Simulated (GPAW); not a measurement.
MgB2, 3 atoms in the cell. Symmetry: P6/mmm, No. 191, hexagonal system. The conventional cell has a = 3.085 Å, b = 3.085 Å, c = 3.523 Å, α = 90.00°, β = 90.00°, γ = 120.00°. Around Mg (site symmetry 6/mmm) lie 12 B at 2.51 Å. B (site symmetry -6m2) is surrounded by 3 B at 1.78 Å. 

```yaml
Program: GPAW 26.7.0
Task: single point
Functional: r2SCAN
Potentials_or_basis: GPAW PAW data sets (gpaw-data 1.2.1)
Cutoff: 600 eV
Basis: pw
k_mesh: 8 × 8 × 6
Occupations: fermi-dirac, width 0.05 eV
Spin: no spin polarisation
Maxiter: 120
Convergence: default
```

Potentials or basis: GPAW PAW data sets (gpaw-data 1.2.1), pw.

Run with:

```sh
$ OMP_NUM_THREADS=1 python run.py
```

Hardware: 1 thread of Arm Neoverse V2, with other jobs on the host.

Problem. Estimate the wall time of this run.

Solution. Wall time 27 s on 1 thread of Arm Neoverse V2, on a shared host, peak memory 0.19 GiB. Counts: scf iterations 9, plane waves 986, bands 17, k points 40.
